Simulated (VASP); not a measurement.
Input of a VASP 6.6.1 run:

The input INCAR:

```
SYSTEM = Pt
PREC = Accurate
ENCUT = 600
EDIFF = 1E-6
ISMEAR = 1
SIGMA = 0.1
LREAL = .FALSE.
LASPH = .TRUE.
NELM = 80
ALGO = Normal
ISIF = 3
LWAVE = .FALSE.
LCHARG = .FALSE.
GGA = PS
IBRION = 2
NSW = 90
EDIFFG = -0.01
KPAR = 2
```

File KPOINTS:

```
regular mesh
0
G
  16 16 16
  0 0 0
```

Contents of POSCAR:

```
Pt
1.0
    0.0000000000      1.9609000000      1.9609000000
    1.9609000000      0.0000000000      1.9609000000
    1.9609000000      1.9609000000      0.0000000000
Pt
1
Direct
    0.0000000000      0.0000000000      0.0000000000
```

Potentials or basis: VASP PAW PBE potentials, release 64 (Pt).

Command:

```bash
$ cat potpaw_PBE.64/Pt/POTCAR > POTCAR
$ mpirun -np 2 vasp_std > vasp.out
```

(1) What does it give for the relaxed volume?

(2) What does it give for the relaxed cell?

(3) Estimate the space group after relaxing (to 0.05 Å).

Results:

(1) 15.01 Å³/atom.

(2) a = 2.769 Å, b = 2.769 Å, c = 2.769 Å, α = 60.00°, β = 60.00°, γ = 60.00°.

(3) Fm-3m (No. 225).

Caveat: the PAW data sets were made with another functional, which shifts forces and pressure a little.
